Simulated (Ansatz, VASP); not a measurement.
# Two plane-wave programs on Pt

```
CELL_PARAMETERS angstrom
0.00000 1.95790 2.01664
1.95790 0.00000 2.01664
1.95790 1.95790 0.00000
ATOMIC_POSITIONS crystal
Pt 0.00000 0.00000 0.00000
```

Change from the starting cell: strain +0.000 along x and y, +0.030 along z, atoms carried along.

Alike in both runs: task single point; functional PBEsol; k mesh 20 × 20 × 20; occupations gaussian, width 0.15 eV; no spin polarisation.

```csv
,VASP,Ansatz
version,VASP 6.6.1,Ansatz 0.2.0
potentials or method,"VASP PAW PBE potentials, release 64 (Pt)","scalar-relativistic, plane waves, PAW"
plane-wave cutoff (eV),520,420
valence electrons in the cell,10,18
```

```csv
,VASP,Ansatz,Ansatz less VASP
gap on the k mesh at the Fermi level (eV),none,none,-
pressure (GPa),-7.6,-7.2,+0.41
largest component of the traceless stress (GPa),2.04,2.04,+0.009
```

A gap of «none» marks a metal or a gap that the smearing closes. The two sets of potentials don't hold the same shells in valence.

Caveats: the PAW data sets were made with another functional, which shifts forces and pressure a little (VASP). Spin-orbit coupling is left out, which matters for the levels of Pt.
